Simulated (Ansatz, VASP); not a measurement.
## One calculation of Ta, two programs

```xyz
1
Lattice="-1.6402 1.6402 1.6402 1.6402 -1.6402 1.6402 1.6402 1.6402 -1.6402" Properties=species:S:1:pos:R:3 pbc="T T T"
Ta    0.0000    0.0000    0.0000
```

Alike in both runs: functional PBEsol; k mesh 18 × 18 × 18; occupations gaussian, width 0.1 eV; no spin polarisation.

Ansatz relaxed the structure, and its values are those at the end. VASP's run is a single point on that final structure, the one shown.

```csv
,VASP,Ansatz
version,VASP 6.6.1,Ansatz 0.2.0
potentials or method,"VASP PAW PBE potentials, release 64 (Ta_pv)","scalar-relativistic, plane waves, PAW"
plane-wave cutoff (eV),520,420
valence electrons in the cell,11,13
```

|  | VASP | Ansatz | Ansatz less VASP |
| --- | --- | --- | --- |
| gap on the k mesh at the Fermi level (eV) | none | none | - |
| pressure (GPa) | 0.2 | 0.0 | -0.19 |

A gap of «none» marks a metal or a gap that the smearing closes. The two sets of potentials don't hold the same shells in valence.

Caveats: the PAW data sets were made with another functional, which shifts forces and pressure a little (VASP). The runs have no spin-orbit coupling, so splittings on Ta are missing.
